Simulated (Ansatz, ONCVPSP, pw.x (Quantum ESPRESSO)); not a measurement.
pw.x on fcc W: one setting changed

Potential: optimised norm-conserving Vanderbilt (ONCV), ONCVPSP 4.0.1.1 (patched build), PBEsol; core [Kr] 4d10 4f14, reference 5s2 5p6 5d4 6s1 6p1; waves: 5s+6s: rc 1.90 bohr, ncon 4, nbas 8, qcut 5.2 1/bohr, 2 projectors; 5p+6p: rc 1.70 bohr, ncon 3, nbas 7, qcut 7.6 1/bohr, 2 projectors; 5d: rc 2.50 bohr, ncon 4, nbas 9, qcut 6.7 1/bohr, 1 projector; local part: polynomial inside 1.25 bohr (lpopt 5, dvloc0 0 Ha); core correction: Teter function, fcfact 2.75, rcfact 1.5.

The reference run (k-mesh 14³, cutoffs 55/220 Ry, Fermi–Dirac 0.01 Ry, mixing_beta 0.4, conv_thr 1e-9, no spin) gives -2.96 GPa at 15.995 Å³/atom, where all-electron LAPW gives 0.14 GPa. This run, with its own iteration cap, changes smearing to mp.

```
&control
  calculation='scf', prefix='x', pseudo_dir='./', outdir='./tmp', tstress=.true., disk_io='none'
/
&system
  ibrav=0, nat=1, ntyp=1, ecutwfc=55, ecutrho=220, nbnd=15,
  occupations='smearing', smearing='mp', degauss=0.01
/
&electrons
  conv_thr=1e-09, mixing_beta=0.4, electron_maxstep=50
/
ATOMIC_SPECIES
W 1.0 W.UPF
CELL_PARAMETERS angstrom
  0.00000000 1.99979164 1.99979164
  1.99979164 0.00000000 1.99979164
  1.99979164 1.99979164 0.00000000
ATOMIC_POSITIONS crystal
W 0.0000 0.0000 0.0000
K_POINTS automatic
14 14 14 0 0 0
```

```bash
pw.x < W.scf.in > W.scf.out
```

Task: How does the run end?

Result: It converges in 7 iterations; the free energy moves by +35.9 meV/atom and the pressure by -0.38 GPa. This scheme is built to cancel the term in the square of the width that Fermi–Dirac smearing leaves in the F of a metal.

```
Message from routine setup:
     using ibrav=0 with symmetry is DISCOURAGED, use correct ibrav instead
     lattice parameter (alat)  =       5.3444  a.u.
     unit-cell volume          =     107.9396 (a.u.)^3
     number of electrons       =        14.00
     number of Kohn-Sham states=           15
     kinetic-energy cutoff     =      55.0000  Ry
     charge density cutoff     =     220.0000  Ry
     scf convergence threshold =      1.0E-09
     Exchange-correlation= PBESOL
     number of k points=   104  Methfessel-Paxton smearing, width (Ry)=  0.0100
     iteration #  1     ecut=    55.00 Ry     beta= 0.40
     total energy              =    -146.41959016 Ry
     estimated scf accuracy    <       0.07920390 Ry
     iteration #  2     ecut=    55.00 Ry     beta= 0.40
     total energy              =    -146.42069343 Ry
     estimated scf accuracy    <       0.01014809 Ry
     iteration #  3     ecut=    55.00 Ry     beta= 0.40
     total energy              =    -146.42211664 Ry
     estimated scf accuracy    <       0.00042713 Ry
     iteration #  4     ecut=    55.00 Ry     beta= 0.40
     total energy              =    -146.42214529 Ry
     estimated scf accuracy    <       0.00000432 Ry
     iteration #  5     ecut=    55.00 Ry     beta= 0.40
     total energy              =    -146.42214683 Ry
     estimated scf accuracy    <       0.00000036 Ry
     iteration #  6     ecut=    55.00 Ry     beta= 0.40
     total energy              =    -146.42214686 Ry
     estimated scf accuracy    <          5.1E-09 Ry
     iteration #  7     ecut=    55.00 Ry     beta= 0.40
     the Fermi energy is    21.4653 ev
!    total energy              =    -146.42214686 Ry
     estimated scf accuracy    <          3.1E-10 Ry
     smearing contrib. (-TS)   =       0.00003522 Ry
     The total energy is F=E-TS. E is the sum of the following terms:
     one-electron contribution =     -17.88284391 Ry
     hartree contribution      =      16.83342517 Ry
     xc contribution           =     -26.47635494 Ry
     ewald contribution        =    -118.89640840 Ry
     convergence has been achieved in   7 iterations
          total   stress  (Ry/bohr**3)                   (kbar)     P=      -33.47
     Message from routine punch:
     Nothing written, as per user request (disk_io='none')
```

The run took about 8.5 s on one core of a shared host (Neoverse-V2, 96 threads, 742 GiB, load 21).
